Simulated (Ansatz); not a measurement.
Computed with Ansatz on PBE0-D4/def2-TZVP structures; ΔE is electronic, products minus reactants. CBS: MP2 limit from def2 TZ/QZ plus the TZ coupled-cluster correction, frozen cores. This one scheme is used for every species. DFT in def2-TZVPP. One conformer a species, not always the lowest.

`BC(F)(F)F` + `NB(O)Cl` → `BOB(N)Cl` + `FC(F)F`  (ligand exchange at a B–C bond)

```tsv
level	ΔE (kJ/mol)
PBE-D4	-135.9
HF/def2-TZVPP	-150.0
```

What does CCSD(T)/CBS give? (An estimate is asked.)

Computed: -142.0 kJ/mol. The listed levels differ from it by 6.1, -8.0 kJ/mol.

Largest T1 diagnostic among the species: 0.013.

Leaving LDA and LC-ωPBE aside and taking each functional with its dispersion term where it has one, the values, not all of them listed here, spread over 14.7 kJ/mol, from BHLYP-D4 to revPBE-D4. LDA lies −7.0 kJ/mol from PBE without D4. From BLYP to BHLYP (50 % exact exchange), in def2-TZVPP and without D4, ΔE moves by −8.5 kJ/mol.

CCSD(T)/CBS has its own doubt, a few kJ/mol and more with outer-core shells, so smaller differences from it don't rank the levels.
